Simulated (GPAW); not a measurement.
Zn: single point with PBE

Crystal: Zn.

```
Zn
1.0
     2.67000    0.00000    0.00000
    -1.33500    2.31229    0.00000
     0.00000    0.00000    4.96600
Zn
2
Direct
  0.66667 0.33333 0.75000
  0.33333 0.66667 0.25000
```

```yaml
Program: GPAW 26.7.0
Task: single point
Functional: PBE
Potentials_or_basis: GPAW PAW data sets (gpaw-data 1.2.1)
Cutoff: 600 eV
Basis: pw
k_mesh: 11 × 11 × 6
Occupations: fermi-dirac, width 0.05 eV
Spin: no spin polarisation
Maxiter: 150
```

* Pressure: -1.0 GPa
* Band gap on the k mesh: none (metal or under the smearing width)

Stress tensor (GPa, compression positive):
```
-0.64  0.00  0.00
 0.00 -0.64  0.00
 0.00  0.00 -1.60
```

Levels at points of the mesh, in eV from the Fermi level:
```tsv
k point	band 10	band 11	band 12	band 13	band 14	band 15
(0.00, 0.00, 0.00)	-6.92	-6.92	-3.48	-2.92	13.56	17.08
(0.00, 0.00, 0.50)	-7.01	-7.01	-7.01	4.64	4.64	18.72
```

Wall time 33 s on 1 thread of Arm Neoverse V1, on a shared host, peak memory 0.17 GiB.
